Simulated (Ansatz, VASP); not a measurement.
**TaN in VASP and in Ansatz**

The input INCAR:

```
SYSTEM = TaN
ALGO     = Normal         ! electronic algorithm
EDIFF    = 1E-7           ! SCF threshold, eV
ENCUT    = 520            ! plane-wave cutoff, eV
GGA      = PE             ! functional
ISIF     = 2              ! what is computed and relaxed
ISMEAR   = -1             ! smearing method
LASPH    = .True.         ! aspherical terms in the spheres
LCHARG   = .True.         ! write CHGCAR
LELF     = .True.         ! ELF
LREAL    = .False.        ! projectors in reciprocal space
LVHAR    = .True.       
LWAVE    = .False.        ! write WAVECAR
NBANDS   = 15             ! bands
NELM     = 100            ! most SCF steps
PREC     = Accurate       ! precision mode
SIGMA    = 0.05           ! smearing width, eV
```

File KPOINTS:

```
k-points
0
Gamma
  15 15 15
  0 0 0
```

The input POSCAR:

```
TaN
1.0
    2.3703813522      0.0000000000      0.0000000000
    0.0000000000      2.3703813522      0.0000000000
    0.0000000000      0.0000000000      2.3703813522
Ta N
1 1
Direct
    0.0000000000      0.0000000000      0.0000000000
    0.5000000000      0.5000000000      0.5000000000
```

Input for Ansatz:

```yaml
crystal:
  lattice:
    - [2.3703813522, 0.0, 0.0]
    - [0.0, 2.3703813522, 0.0]
    - [0.0, 0.0, 2.3703813522]
  atoms:
    - { symbol: Ta, position: [0.0, 0.0, 0.0] }
    - { symbol: "N", position: [0.5, 0.5, 0.5] }
kpoints:
  mp_grid: { grid: [15, 15, 15] }
scf:
  occupations: { method: fermi_dirac, width: 0.05 }
hamiltonian:
  xc: pbe
  pseudopotentials: { kind: all_electron, lapw: { basis_error: 0.001 } }
output:
  forces: true
  stress: true
  eigenvalues: true
  populations: true
```

Change from the starting cell: volume scaled by 0.64, LAPW.

Alike in both runs: task single point; functional PBE; k mesh 15 × 15 × 15; occupations fermi-dirac, width 0.05 eV; no spin polarisation.

|  | VASP | Ansatz |
| --- | --- | --- |
| version | VASP 6.6.1 | Ansatz 0.2.0 |
| potentials or method | VASP PAW PBE potentials, release 64 (Ta_pv, N) | all-electron LAPW, scalar-relativistic |
| plane-wave cutoff (eV) | 520 | see its input |

```tsv
	VASP	Ansatz	Ansatz less VASP
pressure (GPa)	374.0	361.1	-12.89
```

Ansatz ran all-electron here, so the differences hold the error of VASP's frozen core and of both bases.

Caveats: the cell as given lies far from equilibrium; so large a pressure means that the cell lies far from this level's equilibrium, or that cutoff or potentials fall short (VASP). Spin-orbit coupling is left out, which matters for the levels of Ta.
